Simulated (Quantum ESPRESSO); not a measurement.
# C (Fd-3m) in Quantum ESPRESSO: a series of runs

Runs on C. Level: r2SCAN. Tasks: single point, equation of state.

Everything below comes from runs of Quantum ESPRESSO 7.5. Logs are shortened: lines on timing, memory, paths and dates and some standing lists are left out, and cuts for length are marked.

**The experiment to reproduce.**

“Equation of state of cubic boron nitride at high pressures and temperatures”, 2007, arxiv:cond-mat/0702656 quotes, for a bulk crystal of C: bulk modulus 444.8 ± 0.8 GPa.

The results are compared with them further down.

## Step 1: The structure

Symmetry: Fd-3m, No. 227, cubic system. The conventional cell has a = 3.567 Å, b = 3.567 Å, c = 3.567 Å, α = 90.00°, β = 90.00°, γ = 90.00°. Around C (site symmetry -43m) lie 4 C at 1.54 Å.

This isn't the form of C at room conditions, which is graphite.

## Step 2: Single point, r2SCAN, 5.33 Å³/atom

Contents of pw.in:

```
&CONTROL
  calculation = 'scf'
  prefix = 'pwscf'
  outdir = './tmp'
  pseudo_dir = './pseudo'
  tstress = .true.
  disk_io = 'nowf'
/
&SYSTEM
  ibrav = 0
  nat = 2
  ntyp = 1
  ecutwfc = 88
  nbnd = 9
  input_dft = 'r2scan'
  occupations = 'smearing'
  smearing = 'fd'
  degauss = 0.00367493
  nosym = .true.
  nr1 = 32
  nr2 = 32
  nr3 = 32
/
&ELECTRONS
  conv_thr = 1d-08
  electron_maxstep = 120
  mixing_beta = 0.5
/
ATOMIC_SPECIES
C     12.0110 C_ONCV_PBE-1.2.upf
CELL_PARAMETERS angstrom
   0.0000000000    1.7469644787    1.7469644787
   1.7469644787    0.0000000000    1.7469644787
   1.7469644787    1.7469644787    0.0000000000
ATOMIC_POSITIONS crystal
C      0.7500000000    0.7500000000    0.7500000000
C      0.5000000000    0.5000000000    0.5000000000
K_POINTS automatic
10 10 10 0 0 0
```

Potentials or basis: SG15 PBE 1.2.

The run is started by

```sh
$ OMP_NUM_THREADS=1 mpirun -n 4 pw.x -nk 4 -in pw.in > pw.out
```

pw.out:

```text
This program is part of the open-source Quantum ESPRESSO suite
     for quantum simulation of materials; please cite
         "P. Giannozzi et al., J. Phys.:Condens. Matter 21 395502 (2009);
         "P. Giannozzi et al., J. Phys.:Condens. Matter 29 465901 (2017);
         "P. Giannozzi et al., J. Chem. Phys. 152 154105 (2020);
     in publications or presentations arising from this work. More details at

     IMPORTANT: XC functional enforced from input :
     Exchange-correlation= R2SCAN
                           (   0   0   0   0   0 497 498)
     Any further DFT definition will be discarded
     Please, verify this is what you really want

     K-points division:     npool     =       4
     Subspace diagonalization in iterative solution of the eigenvalue problem:
     a serial algorithm will be used

     G-vector sticks info
     --------------------
     sticks:   dense  smooth     PW     G-vecs:    dense   smooth      PW
     Sum         517     517    169                 7991     7991    1471

     Using Slab Decomposition

     bravais-lattice index     =            0
     lattice parameter (alat)  =       4.6687  a.u.
     unit-cell volume          =      71.9580 (a.u.)^3
     number of atoms/cell      =            2
     number of atomic types    =            1
     number of electrons       =         8.00
     number of Kohn-Sham states=            9
     kinetic-energy cutoff     =      88.0000  Ry
     charge density cutoff     =     352.0000  Ry
     scf convergence threshold =      1.0E-08
     mixing beta               =       0.5000
     number of iterations used =            8  plain     mixing
     Exchange-correlation= R2SCAN
                           (   0   0   0   0   0 497 498)

     celldm(1)=   4.668721  celldm(2)=   0.000000  celldm(3)=   0.000000
     celldm(4)=   0.000000  celldm(5)=   0.000000  celldm(6)=   0.000000

     crystal axes: (cart. coord. in units of alat)
               a(1) = (   0.000000   0.707107   0.707107 )
               a(2) = (   0.707107   0.000000   0.707107 )
               a(3) = (   0.707107   0.707107   0.000000 )

     reciprocal axes: (cart. coord. in units 2 pi/alat)
               b(1) = ( -0.707107  0.707107  0.707107 )
               b(2) = (  0.707107 -0.707107  0.707107 )
               b(3) = (  0.707107  0.707107 -0.707107 )

     PseudoPot. # 1 for C  read from file:
     C_ONCV_PBE-1.2.upf
     Pseudo is Norm-conserving, Zval =  4.0
     Generated using ONCVPSP code by D. R. Hamann
     Using radial grid of  602 points,  4 beta functions with:
                l(1) =   0
                l(2) =   0
                l(3) =   1
                l(4) =   1

     atomic species   valence    mass     pseudopotential
     C                 4.00    12.01100     C ( 1.00)

     No symmetry found

   Cartesian axes

     site n.     atom                  positions (alat units)
         1        C      tau(   1) = (   1.0606602   1.0606602   1.0606602  )
         2        C      tau(   2) = (   0.7071068   0.7071068   0.7071068  )

     number of k points=   504  Fermi-Dirac smearing, width (Ry)=  0.0037

     Number of k-points >= 100: set verbosity='high' to print them.

     Dense  grid:     7991 G-vectors     FFT dimensions: (  32,  32,  32)

     WARNING: libxc functional with ID  497 depends
      on external parameters: check the user_guide of
      QE if you need to modify them or to check their
      default values.

     WARNING: libxc functional with ID  498 depends
      on external parameters: check the user_guide of
      QE if you need to modify them or to check their
      default values.

     Initial potential from superposition of free atoms

     starting charge       7.9861, renormalised to       8.0000
     Starting wfcs are random

     Self-consistent Calculation

     iteration #  1     ecut=    88.00 Ry     beta= 0.50
     Davidson diagonalization with overlap
     ethr =  1.00E-02,  avg # of iterations =  8.4

     total energy              =     -22.72982857 Ry
     estimated scf accuracy    <       2.24146695 Ry

     iteration #  2     ecut=    88.00 Ry     beta= 0.50
     Davidson diagonalization with overlap
     ethr =  1.00E-02,  avg # of iterations =  1.0

     total energy              =     -22.74517791 Ry
     estimated scf accuracy    <       0.60626447 Ry

     iteration #  3     ecut=    88.00 Ry     beta= 0.50
     Davidson diagonalization with overlap
     ethr =  7.58E-03,  avg # of iterations =  1.0

     total energy              =     -22.74679010 Ry
     estimated scf accuracy    <       0.00300748 Ry

     iteration #  4     ecut=    88.00 Ry     beta= 0.50
     Davidson diagonalization with overlap
     ethr =  3.76E-05,  avg # of iterations =  3.3

     total energy              =     -22.74689965 Ry
     estimated scf accuracy    <       0.00041524 Ry

     iteration #  5     ecut=    88.00 Ry     beta= 0.50
     Davidson diagonalization with overlap
     ethr =  5.19E-06,  avg # of iterations =  2.4

     total energy              =     -22.74690307 Ry
     estimated scf accuracy    <       0.00000128 Ry

     iteration #  6     ecut=    88.00 Ry     beta= 0.50
     Davidson diagonalization with overlap
     ethr =  1.60E-08,  avg # of iterations =  2.1

     total energy              =     -22.74690329 Ry
     estimated scf accuracy    <       0.00000010 Ry

     iteration #  7     ecut=    88.00 Ry     beta= 0.50
     Davidson diagonalization with overlap
     ethr =  1.19E-09,  avg # of iterations =  1.3

     End of self-consistent calculation

     Number of k-points >= 100: set verbosity='high' to print the bands.

     the Fermi energy is    15.5732 ev

!    total energy              =     -22.74690330 Ry
     estimated scf accuracy    <          5.2E-09 Ry
     smearing contrib. (-TS)   =      -0.00000000 Ry
     internal energy E=F+TS    =     -22.74690330 Ry

     The total energy is F=E-TS. E is the sum of the following terms:
     one-electron contribution =       8.67285424 Ry
     hartree contribution      =       1.87617215 Ry
     xc contribution           =      -7.18828250 Ry
     ewald contribution        =     -26.10764717 Ry

     convergence has been achieved in   7 iterations

     Computing stress (Cartesian axis) and pressure

          total   stress  (Ry/bohr**3)                   (kbar)     P=      278.53
   0.00189344   0.00000000  -0.00000001          278.53        0.00       -0.00
   0.00000000   0.00189344  -0.00000000            0.00      278.53       -0.00
  -0.00000001  -0.00000000   0.00189344           -0.00       -0.00      278.54

=------------------------------------------------------------------------------=
   JOB DONE.
=------------------------------------------------------------------------------=
```

Wall time 71 s (4 MPI ranks of Arm Neoverse N1, shared host); peak memory 0.28 GiB.

Results:

```yaml
Free_energy: -309.4874 eV
Pressure: 27.9 GPa
Band_gap_on_the_k_mesh: 4.44 eV, indirect (least direct gap 6.02 eV)
```

Caveat: the potentials were made for another functional, which shifts forces and pressure.

## Step 3: Single point, r2SCAN, 5.44 Å³/atom

Changes to pw.in since step 2:

```diff
@@ -31,5 +31,5 @@
 CELL_PARAMETERS angstrom
-   0.0000000000    1.7469644787    1.7469644787
-   1.7469644787    0.0000000000    1.7469644787
-   1.7469644787    1.7469644787    0.0000000000
+   0.0000000000    1.7592674508    1.7592674508
+   1.7592674508    0.0000000000    1.7592674508
+   1.7592674508    1.7592674508    0.0000000000
 ATOMIC_POSITIONS crystal
```

Potentials or basis: SG15 PBE 1.2.

The run is started by

```sh
$ OMP_NUM_THREADS=1 mpirun -n 4 pw.x -nk 4 -in pw.in > pw.out
```

Wall time 67 s (4 MPI ranks of Arm Neoverse N1, shared host); peak memory 0.28 GiB.

The run converged. Its results:

```
Free energy            : -309.5190 eV
Pressure               : 16.8 GPa
Band gap on the k mesh : 4.39 eV, indirect (least direct gap 5.97 eV)
```

Caveat: the potentials were made for another functional, which shifts forces and pressure.

## Step 4: Single point, r2SCAN, 5.56 Å³/atom

Changes to pw.in since step 3:

```diff
@@ -31,5 +31,5 @@
 CELL_PARAMETERS angstrom
-   0.0000000000    1.7592674508    1.7592674508
-   1.7592674508    0.0000000000    1.7592674508
-   1.7592674508    1.7592674508    0.0000000000
+   0.0000000000    1.7714007132    1.7714007132
+   1.7714007132    0.0000000000    1.7714007132
+   1.7714007132    1.7714007132    0.0000000000
 ATOMIC_POSITIONS crystal
```

The run is started by

```sh
$ OMP_NUM_THREADS=1 mpirun -n 4 pw.x -nk 4 -in pw.in > pw.out
```

Run time: 65 s. Hardware: 4 MPI ranks of Arm Neoverse N1, shared host; peak memory 0.28 GiB.

Results (log left out):

* Free energy: -309.5357 eV
* Pressure: 6.8 GPa
* Band gap on the k mesh: 4.35 eV, indirect (least direct gap 5.91 eV)

Caveat: the potentials were made for another functional, which shifts forces and pressure.

## Step 5: Single point, r2SCAN, 5.67 Å³/atom

Changes to pw.in since step 4:

```diff
@@ -31,5 +31,5 @@
 CELL_PARAMETERS angstrom
-   0.0000000000    1.7714007132    1.7714007132
-   1.7714007132    0.0000000000    1.7714007132
-   1.7714007132    1.7714007132    0.0000000000
+   0.0000000000    1.7833700000    1.7833700000
+   1.7833700000    0.0000000000    1.7833700000
+   1.7833700000    1.7833700000    0.0000000000
 ATOMIC_POSITIONS crystal
```

The run is started by

```sh
$ OMP_NUM_THREADS=1 mpirun -n 4 pw.x -nk 4 -in pw.in > pw.out
```

Run time: 70 s. Hardware: 4 MPI ranks of Arm Neoverse N1, shared host; peak memory 0.28 GiB.

The run converged. Its results:

* Free energy: -309.5389 eV
* Pressure: -2.3 GPa
* Band gap on the k mesh: 4.30 eV, indirect (least direct gap 5.85 eV)

Caveat: the potentials were made for another functional, which shifts forces and pressure.

## Step 6: Single point, r2SCAN, 5.79 Å³/atom

Changes to pw.in since step 5:

```diff
@@ -31,5 +31,5 @@
 CELL_PARAMETERS angstrom
-   0.0000000000    1.7833700000    1.7833700000
-   1.7833700000    0.0000000000    1.7833700000
-   1.7833700000    1.7833700000    0.0000000000
+   0.0000000000    1.7951807415    1.7951807415
+   1.7951807415    0.0000000000    1.7951807415
+   1.7951807415    1.7951807415    0.0000000000
 ATOMIC_POSITIONS crystal
```

Potentials or basis: SG15 PBE 1.2.

The run is started by

```sh
$ OMP_NUM_THREADS=1 mpirun -n 4 pw.x -nk 4 -in pw.in > pw.out
```

Run time: 69 s. Hardware: 4 MPI ranks of Arm Neoverse N1, shared host; peak memory 0.28 GiB.

Results (log left out):

* Free energy: -309.5298 eV
* Pressure: -10.6 GPa
* Band gap on the k mesh: 4.25 eV, indirect (least direct gap 5.80 eV)

Caveat: the potentials were made for another functional, which shifts forces and pressure.

## Step 7: Single point, r2SCAN, 5.90 Å³/atom

Changes to pw.in since step 6:

```diff
@@ -31,5 +31,5 @@
 CELL_PARAMETERS angstrom
-   0.0000000000    1.7951807415    1.7951807415
-   1.7951807415    0.0000000000    1.7951807415
-   1.7951807415    1.7951807415    0.0000000000
+   0.0000000000    1.8068380860    1.8068380860
+   1.8068380860    0.0000000000    1.8068380860
+   1.8068380860    1.8068380860    0.0000000000
 ATOMIC_POSITIONS crystal
```

The run is started by

```sh
$ OMP_NUM_THREADS=1 mpirun -n 4 pw.x -nk 4 -in pw.in > pw.out
```

Wall time 70 s (4 MPI ranks of Arm Neoverse N1, shared host); peak memory 0.28 GiB.

Results (log left out):

```yaml
Free_energy: -309.5094 eV
Pressure: -18.2 GPa
Band_gap_on_the_k_mesh: 4.21 eV, indirect (least direct gap 5.74 eV)
```

Caveat: the potentials were made for another functional, which shifts forces and pressure.

## Step 8: Single point, r2SCAN, 6.01 Å³/atom

Changes to pw.in since step 7:

```diff
@@ -31,5 +31,5 @@
 CELL_PARAMETERS angstrom
-   0.0000000000    1.8068380860    1.8068380860
-   1.8068380860    0.0000000000    1.8068380860
-   1.8068380860    1.8068380860    0.0000000000
+   0.0000000000    1.8183469191    1.8183469191
+   1.8183469191    0.0000000000    1.8183469191
+   1.8183469191    1.8183469191    0.0000000000
 ATOMIC_POSITIONS crystal
```

The run is started by

```sh
$ OMP_NUM_THREADS=1 mpirun -n 4 pw.x -nk 4 -in pw.in > pw.out
```

Run time: 70 s. Hardware: 4 MPI ranks of Arm Neoverse N1, shared host; peak memory 0.28 GiB.

The run converged. Its results:

- Free energy: -309.4788 eV
- Pressure: -25.0 GPa
- Band gap on the k mesh: 4.17 eV, indirect (least direct gap 5.69 eV)

Caveat: the potentials were made for another functional, which shifts forces and pressure.

## Step 9: Equation of state, r2SCAN

Potentials or basis: SG15 PBE 1.2.

This step only gathers the single runs of the series.

What came out:

```
Equilibrium volume                      : 5.64 Å³/atom
Bulk modulus                            : 443 GPa
Pressure derivative of the bulk modulus : 3.7
```

Energy against volume, from the lowest point:
```tsv
volume (Å³/atom)	energy (meV/atom)
5.332	25.77
5.445	9.96
5.558	1.59
5.672	0.00
5.785	4.57
5.899	14.76
6.012	30.06
```

Caveat: the potentials were made for another functional, which shifts forces and pressure.

## Step 10: Against experiment

Step 9. Measured bulk modulus of C: 444.8 GPa (quoted in “Equation of state of cubic boron nitride at high pressures and temperatures”, 2007, arxiv:cond-mat/0702656). This calculation gives 443 GPa (-0.3 %). 3 values of this kind are on record (442 to 444.8 GPa); this one was drawn at random among those near their median, those with a stated uncertainty first. The fit is for a static lattice scaled at fixed shape and fixed fractional positions.
